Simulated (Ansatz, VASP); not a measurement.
# Two plane-wave programs on C

```xyz
1
Lattice="0.0000 1.5082 1.5082 1.5082 0.0000 1.5082 1.5082 1.5082 0.0000" Properties=species:S:1:pos:R:3 pbc="T T T"
C     0.0000    0.0000    0.0000
```

Alike in both runs: functional LDA; k mesh 18 × 18 × 18; occupations fermi-dirac, width 0.1 eV; no spin polarisation.

Ansatz relaxed the structure, and its values are those at the end. VASP's run is a single point on that final structure, the one shown.

|  | VASP | Ansatz |
| --- | --- | --- |
| version | VASP 6.6.1 | Ansatz 0.2.0 |
| potentials or method | VASP PAW LDA potentials, release 64 (C) | plane waves (420 eV) with PAW, scalar-relativistic |
| plane-wave cutoff (eV) | 520 | 420 |
| valence electrons in the cell | 4 | 4 |

VASP gave:

```
pressure (GPa) : 0.5
```

**Question.** What did Ansatz give for the same quantities?

**Answer.** Pressure (GPa): 0.0.

Ansatz warned: «pseudo_functional_mismatch».
